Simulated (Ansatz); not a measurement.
**Relaxing TePb in the zincblende type**

First guess:

```yaml
crystal:
  lattice:
    - [0.00000, 3.21951, 3.21951]
    - [3.21951, 0.00000, 3.21951]
    - [3.21951, 3.21951, 0.00000]
  atoms:
    - { symbol: Pb, position: [0.00000, 0.00000, 0.00000] }
    - { symbol: Te, position: [0.25000, 0.25000, 0.25000] }
```

Method: Ansatz 0.2.0, DFT, PBE, PAW with Ansatz's default frozen-core files, scalar-relativistic.

Cell and atoms relax within the symmetry of the start on a 10×10×10 k mesh with 0.05 eV Fermi–Dirac smearing.

The start is built from a prototype, known or not as a phase of this compound; the cutoff is 420 eV.

No spin–orbit coupling, which matters for the heavy atoms here.

(1) What is the pressure of the first guess?

(2) What does it relax to?

(3) How much energy does the relaxation release?

Answers

(1) 20.9 GPa.

(2) a = 7.335 Å, b = 7.335 Å, c = 7.335 Å, α = 90.00°, β = 90.00°, γ = 90.00° (conventional cell), 49.33 Å³ per atom:
```cif
data_structure
_symmetry_space_group_name_H-M 'F-43m'
_symmetry_Int_Tables_number 216
_cell_length_a 7.3348
_cell_length_b 7.3348
_cell_length_c 7.3348
_cell_angle_alpha 90.000
_cell_angle_beta 90.000
_cell_angle_gamma 90.000
_cell_volume 394.61
loop_
_atom_site_label
_atom_site_type_symbol
_atom_site_symmetry_multiplicity
_atom_site_Wyckoff_symbol
_atom_site_fract_x
_atom_site_fract_y
_atom_site_fract_z
_atom_site_occupancy
Pb1 Pb 4 a 0.00000 0.00000 0.00000 1
Te1 Te 4 d 0.25000 0.25000 0.75000 1
```

(3) 758 meV/atom.
